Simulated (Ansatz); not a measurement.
# As (R-3m) in Ansatz: single point with PBEsol

Aim: the single point of As with PBEsol.

All numbers are computed with Ansatz 0.2.0; they aren't measurements. Logs are shortened: lines on timing, memory, paths and dates and some standing lists are left out, and cuts for length are marked.

**1. The crystal as given**

The structure is trigonal, space group R-3m (No. 166). The conventional cell has a = 3.762 Å, b = 3.762 Å, c = 10.542 Å, α = 90.00°, β = 90.00°, γ = 120.00°. As (site symmetry 3m) is surrounded by 3 As at 2.51 Å.

**2. Single point, PBEsol**

File input.yaml:

```yaml
crystal:
  lattice:
    - [1.8807968987, 1.0858785957, 3.5140619945]
    - [-1.8807968987, 1.0858785957, 3.5140619945]
    - [0.0, -2.1717571915, 3.5140619945]
  atoms:
    - { symbol: As, position: [0.226, 0.226, 0.226] }
    - { symbol: As, position: [0.774, 0.774, 0.774] }
kpoints:
  mp_grid: { grid: [6, 6, 6] }
scf:
  occupations: { method: fermi_dirac, width: 0.05 }
hamiltonian:
  xc: pbesol
  pseudopotentials: { kind: all_electron, datasets: crystal }
output:
  forces: true
  stress: true
  eigenvalues: true
```

Potentials or basis: all-electron PAW datasets made for the crystal.

The run is started by

```bash
$ ansatz run input.yaml --threads 2 --pin off --max-ram 8192MiB --backend cpu --events-out ev --progress --plain --runs-dir out
```

Log:

```text
Warning: RAYON_NUM_THREADS=2 ignored (pool sized by the plan → 2); use --threads N
hamiltonian.pseudopotentials.datasets: crystal makes datasets for this crystal and solves the spheres of its atoms anew in each pass: cutoff 240.0 eV, the density's 960.0 eV; for an error of 0.50 meV an atom under PBE, 1.0 meV for the cell; an energy difference from a run of another recipe may be off by several times the error for the cell, under r2SCAN by more, where some 0.1 meV an atom stays at smaller errors; As in spheres of 1.249 Å, 5 of its electrons in bands, 10 on its site; only band paths and densities of states list, in semicore columns, the levels of the semicore shells that are solved separately: 3d of As
Engine: ansatz 0.2.0, aarch64-unknown-linux-gnu
Pseudopotentials: kind: all_electron
Pseudopotential: As, paw, valence charge 15, recommended cutoff 240 eV (normal), crystal/all_electron/pbesol/scalar/gaussian/As, Koelling and Harmon's equation, gaussian nucleus
Functional definition: PBEsol
  exchange = pbesol_x
  correlation = pbesol_c
Crystal: 2 atoms, lattice volume = 43.061 Å³
Basis set: ecut = 240 eV, 375 PW (Γ), exchange–correlation on 48×48×48 points (8 copies of the dense FFT grid, shifted against one another)
Bands: 9, of which v1, the nominal top of the filled ones, is band 5 counted from 1 (4 counted from 0)
Symmetry: 12 space group operations
Space group: R-3m (ITA 166), of the structure as read, at distance tolerance 3.5e-5 Å
k-points: 32 of 216
Non-local potential: As, projectors of the file, l = 0: 1, l = 1: 1
PAW form: soft (Blöchl's): semilocal exchange-correlation on the pseudo side does not see the compensation charge
PAW one-centre angular grid: As, 110 points (default); XC on its mesh's 1877 points in the sphere
Initial density: superposition of atomic densities (neutral atoms: chi_scale 0, normalization atom)
Initial wavefunctions: pseudopotential atomic-orbital guess
Functional: x = pbesol(κ = 0.804, μ = 0.12345679012345678), c = pbesol(β = 0.046)
iter 1 solved again at ethr=1.60e-3 eV; its pass at ethr=1.00e-1 eV (dr2=1.60e-1 eV) is discarded
SCF iter   1: F=—  HF=-122961.699513 eV  |F-HF|=—  |Δ(HF+E_count)|=         —  Δρ=2.26e-2  dr2=1.46e-1  ethr=1.60e-3  ⟨swp⟩=3.8  Hψ=1912  notcnv=0
preconditioner: auto → none  [insulator: Δε(μ)=0.382 eV  Ē_g=10.250 eV  σ=0.050 eV  W_gap=0.50  n_scr=8 (ndim 8)  ℏωp=17.9 eV  f_vac=0.000  D(μ)=0.28/eV (n_scr^D=0)  ε∞_Penn≈4.0]
SCF iter   2: F=—  HF=-122961.688012 eV  |F-HF|=—  |Δ(HF+E_count)|=   1.15e-2  Δρ=1.05e-2  dr2=3.05e-2  ethr=1.46e-3  ⟨swp⟩=2.0  Hψ=548  notcnv=0  defer=1
iter 3 solved again at ethr=4.49e-7 eV; its pass at ethr=3.05e-4 eV (dr2=4.49e-5 eV) is discarded
SCF iter   3: F=—  HF=-122961.686241 eV  |F-HF|=—  |Δ(HF+E_count)|=   1.77e-3  Δρ=3.83e-4  dr2=5.00e-5  ethr=4.49e-7  ⟨swp⟩=3.0  Hψ=1461  notcnv=0  defer=1
SCF iter   4: F=—  HF=-122961.686208 eV  |F-HF|=—  |Δ(HF+E_count)|=   3.23e-5  Δρ=1.39e-4  dr2=6.36e-6  ethr=4.49e-7  ⟨swp⟩=3.0  Hψ=530  notcnv=0  defer=1
SCF iter   5: F=—  HF=-122961.686201 eV  |F-HF|=—  |Δ(HF+E_count)|=   7.23e-6  Δρ=1.01e-4  dr2=7.60e-6  ethr=6.36e-8  ⟨swp⟩=3.0  Hψ=616  notcnv=0
SCF iter   6: F=—  HF=-122961.686198 eV  |F-HF|=—  |Δ(HF+E_count)|=   3.49e-6  Δρ=1.23e-5  dr2=6.03e-8  ethr=6.36e-8  ⟨swp⟩=3.0  Hψ=563  notcnv=0
SCF iter   7: F=-122961.686198 eV  HF=-122961.686198 eV  |F-HF|=1.60e-10  |Δ(HF+E_count)|=   2.92e-9  Δρ=1.62e-6  dr2=5.75e-10  ethr=6.03e-10  ⟨swp⟩=2.9  Hψ=501  notcnv=0
SCF 1 converged in 7 iterations: F = -122961.686197 eV  dr2 = 5.75e-10
  Residual-converged pass: ⟨swp⟩=3.0  Hψ=559  notcnv=0  max |occ|·‖R‖ = 5.1e-6 eV (tolerance 5.3e-6 eV)  dr2=5.08e-10  dr2_onsite=1.75e-9  max |Δocc| = 1.6e-10
SCF converged after 7 iterations
Free energy (F): -122961.686197 eV
Harris-Foulkes:  -122961.686197 eV  (|F-HF|=1.60e-10)
Internal energy: -122961.684243 eV  (E = F + TS)
E sigma→0 (E₀):  -122961.685220 eV
Entropy (-TS):   -0.001954 eV (-0.977 meV/atom)
Past the cutoff: the bands carry plane waves up to 1.75 times it, of which those up to 1.5 times it add -0.000043 eV an atom, each by itself; the spheres take 0.000015 eV an atom off the energy for waves past 1.75 times it
By the cutoff:   a pressure is off by up to 0.004 GPa (1.2 times the spheres' own share and the shells' term, over an atom's volume, and 0.004 GPa: a bound that held against runs at twice the plane waves)
Past the cutoffs: a stress includes 0.0024 GPa for waves and charges beyond them, in addition to the slope of what the spheres take
In the spheres:  the bands' charges fall short by 6.3e-8 e at most (sound up to 1e-3), those of shells solved beside the bands by 9.5e-8 e (sound up to 5e-4)
Fermi energy:    11.274621 eV
--- Per-component energies (eV) ---
  E_band       = 47.498608
  E_kinetic    = 134.982664
  E_local      = -2953.544370  (includes V_loc(G=0)·N_el)
  E_nonlocal   = 2.279782
  E_hartree    = 1420.434540
  E_xc         = -135.744558
  E_vxc        = -156.722751  (∫ρ·V_xc dr)
  E_paw        = -128445.658664  (= ΣΔE_a)
  E_vpaw       = -10092.340571  (= ΣTr[D̂ρ^β])
  E_ewald      = -3256.407433
  E_smearing   = -0.001954  (= −TS)
  E_closure    = 10271.973795  (closes the sum)
  Σ components = -122961.686197   (vs F -122961.686197, Δ=0.00e0)
  The terms above E_closure are by the made datasets' own strengths, without shells solved beside the bands.
--- Forces (eV/Å), atoms counted from 1 ---
  atom   1  As     0.00000000    -0.00000000     0.26531481
  atom   2  As    -0.00000000     0.00000000    -0.26531481
  max |Σ_I F_I| component: 9.25e-18 eV/Å
--- Stress (GPa, compression-positive) ---
        0.606474      -0.000000      -0.000000
        0.000000       0.606474       0.000000
       -0.000000       0.000000      -0.716081
  P = ⅓ Tr σ = 0.1656 GPa (1.656 kbar)
  It holds what live shells' own plane waves past their cutoff add
--- Band table (eV; the first three rows and the last of 32) ---
  k-point 0: bands = ["-3.8016", "5.4514", "8.7775", "9.2486", "9.2486", "12.8680", "14.1686", "14.1686"]
  k-point 1: bands = ["-3.4299", "4.2742", "8.6477", "8.9904", "9.3936", "13.0190", "13.7114", "13.8618"]
  k-point 2: bands = ["-2.3479", "1.9487", "8.4148", "8.5796", "10.1321", "11.8160", "12.4788", "13.0453"]
  k-point 31: bands = ["-2.5228", "1.2752", "9.4972", "9.4972", "10.6133", "12.0401", "12.0401", "13.1003"]
```

It took 1.4 s on 2 threads of Arm Neoverse V2, shared host; peak memory 0.33 GiB.

Results:

* Free energy: -122961.6862 eV
* Pressure: 0.2 GPa
* Largest force: 0.265 eV/Å
* Band gap on the k mesh: none (metal or under the smearing width)

Forces on the atoms (eV/Å):
```
As   0.000  0.000  0.265
As   0.000  0.000 -0.265
```

Levels at points of the mesh, in eV from the Fermi level:
| k point | band 1 | band 2 | band 3 | band 4 | band 5 | band 6 | band 7 | band 8 |
| --- | --- | --- | --- | --- | --- | --- | --- | --- |
| (0.00, 0.00, 0.00) | -15.08 | -5.82 | -2.50 | -2.03 | -2.03 | 1.59 | 2.89 | 2.89 |
| (0.00, 0.00, -0.50) | -12.35 | -11.12 | -2.86 | -2.81 | -0.40 | -0.36 | 0.34 | 1.39 |
| (0.00, -0.50, -0.50) | -12.30 | -9.74 | -6.00 | -4.22 | -4.15 | 1.37 | 5.46 | 6.87 |
| (-0.50, -0.50, -0.50) | -13.80 | -10.00 | -1.78 | -1.78 | -0.66 | 0.77 | 0.77 | 1.83 |

Caveat: the k mesh is thin for a metal, which can move the energy by tens of meV per atom.
